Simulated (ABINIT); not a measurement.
Crystal: SiO2.

```xyz
12
Lattice="5.0691 0.0000 0.0000 -2.5345 4.3899 0.0000 0.0000 0.0000 8.5585" Properties=species:S:1:pos:R:3 pbc="T T T"
Si    0.0000    2.9266    3.7411
Si    0.0000    2.9266    0.5381
Si    2.5345    1.4633    4.8174
Si    2.5345    1.4633    8.0204
O     2.1354    0.0000    0.0000
O     0.0000    2.9266    2.1396
O     2.5345    1.4633    6.4189
O    -1.4668    2.5406    4.2792
O     1.4668    2.5406    0.0000
O     2.9337    0.0000    4.2792
O     1.0677    1.8493    4.2792
O    -1.0677    1.8493    0.0000
```

The cell comes from a database or a generator and needn't be the stable form of this composition.

Base run:

- Program: ABINIT 10.8.3 (patched build)
- Functional: LDA
- Potentials or basis: JTH PAW LDA v2.0
- Cutoff: 626 eV
- k mesh: 6 × 6 × 3
- Occupations: fermi-dirac, width 0.05 eV
- Spin: no spin polarisation

Its results: band gap on the k mesh 5.40 eV, indirect (least direct gap 5.41 eV); pressure -2.5 GPa; largest force 0.144 eV/Å.

**Question.** The run is repeated on the same cell with these changes: functional from LDA to PBEsol; potentials or basis from JTH PAW LDA v2.0 to JTH PAW PBE v2.0. What comes out?

**Answer.** Band gap on the k mesh 5.62 eV, indirect (least direct gap 5.63 eV); pressure 0.6 GPa; largest force 0.030 eV/Å.

Caveats: the atomic spheres overlap; the PAW data sets were made with another functional, which shifts forces and pressure a little (some runs).

A k mesh can miss the band edges.
